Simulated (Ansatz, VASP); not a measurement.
## One calculation of SnO2, two programs

```xyz
6
Lattice="4.7207 0.0000 0.0000 0.0000 4.7207 0.0000 0.0000 0.0000 3.1888" Properties=species:S:1:pos:R:3 pbc="T T T"
Sn    0.0000    0.0000   -0.2100
Sn    2.3604    2.3604    1.8044
O     1.4450    1.4450    0.1222
O     0.9153    3.8054    1.4722
O     3.2757    3.2757    0.1222
O     3.8054    0.9153    1.4722
```

Change from the starting cell: mode 4 frozen in at +0.000 Å and mode 5 at -0.210 Å (largest displacements).

Alike in both runs: task single point; functional LDA; k mesh 6 × 6 × 8; occupations gaussian, width 0.05 eV; no spin polarisation.

|  | VASP | Ansatz |
| --- | --- | --- |
| version | VASP 6.6.1 | Ansatz 0.2.0 |
| potentials or method | VASP PAW LDA potentials, release 64 (Sn_d, O) | scalar-relativistic, plane waves, PAW |
| plane-wave cutoff (eV) | 520 | 520 |
| valence electrons in the cell | 52 | 52 |

|  | VASP | Ansatz | Ansatz less VASP |
| --- | --- | --- | --- |
| gap on the k mesh at the Fermi level (eV) | 0.96 | 0.93 | -0.023 |
| least direct gap on the mesh (eV) | 0.96 | 0.93 | -0.023 |
| pressure (GPa) | 1.9 | 0.5 | -1.37 |
| largest component of the traceless stress (GPa) | 0.70 | 1.13 | +0.432 |
| rms of the force components (eV/Å) | 0.742 | 0.710 | -0.0314 |

Atom by atom the forces differ by 0.043 eV/Å (rms over components). Ansatz warned: «pseudo_functional_mismatch».

Caveats: spin-orbit coupling is left out, which moves the levels of the heavy elements; forces of over 1 eV/Å show positions far from the minimum, so gaps and moduli don't describe the material at rest.
